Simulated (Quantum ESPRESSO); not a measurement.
Runs of Quantum ESPRESSO 7.5 on InP. It takes space group F-43m (No. 216, cubic). The conventional cell has a = 5.861 Å, b = 5.861 Å, c = 5.861 Å, α = 90.00°, β = 90.00°, γ = 90.00°. In (site symmetry -43m) has 4 P at 2.54 Å as nearest neighbours. P (site symmetry -43m) has 4 In at 2.54 Å as nearest neighbours. 

```csv
task,level,potentials or basis,spin,cell,k mesh,cutoff (eV),k mesh for the Wannier functions,q mesh,pressure (GPa)
Wannier functions,PBEsol,PseudoDojo 0.4.1 SR PBEsol standard,off,as given,8 × 8 × 8,952,5 × 5 × 5,-,(a)
phonons,PBE+D2,PseudoDojo 0.4.1 SR PBE standard,off,relaxed,"8 × 8 × 8, shifted",952,-,-,0.0
phonons,PBE,SSSP 1.3 efficiency PBE,off,relaxed,"8 × 8 × 8, shifted",748,-,-,0.0
phonon dispersion,PBEsol,PseudoDojo 0.4.1 SR PBEsol standard,off,relaxed,"4 × 4 × 4, shifted",952,-,2 × 2 × 2,0.0
dielectric tensor,PBE,PseudoDojo 0.4 FR PBE standard,"SOC, no magnetisation",as given,"6 × 6 × 6, shifted",952,-,-,3.4
```

Alike in all rows: smearing fermi-dirac 0.05 eV.

Problem. Fill in the values left out.

Solution. (a) 0.7.

Caveats: the Wannier minimisation didn't converge (some runs); the cell is more than 3 GPa from zero pressure, which shifts response properties (some runs).
